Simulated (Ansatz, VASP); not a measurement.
# MgO in VASP and in Ansatz

```xyz
2
Lattice="3.0262 0.0000 0.0000 -1.5131 2.6207 0.0000 0.0000 0.0000 2.6395" Properties=species:S:1:pos:R:3 pbc="T T T"
Mg    0.0000    0.0000    0.0000
O     0.0000    1.7472    1.3197
```

Change from the starting cell: strain +0.030 along x and y, -0.015 along z, atoms carried along.

Alike in both runs: task single point; functional PBE; k mesh 9 × 9 × 8; occupations gaussian, width 0.05 eV; no spin polarisation.

|  | VASP | Ansatz |
| --- | --- | --- |
| version | VASP 6.6.1 | Ansatz 0.2.0 |
| potentials or method | VASP PAW PBE potentials, release 64 (Mg, O) | scalar-relativistic, plane waves, PAW |
| plane-wave cutoff (eV) | 520 | 420 |
| valence electrons in the cell | 8 | 16 |

```tsv
	VASP	Ansatz	Ansatz less VASP
gap on the k mesh at the Fermi level (eV)	2.39	2.41	+0.021
least direct gap on the mesh (eV)	2.70	2.72	+0.019
pressure (GPa)	-5.1	-4.5	+0.63
largest component of the traceless stress (GPa)	13.90	13.91	+0.007
```

The two sets of potentials don't hold the same shells in valence.

Caveats: an odd mesh through Γ misses points on the zone boundary, where band edges often lie.
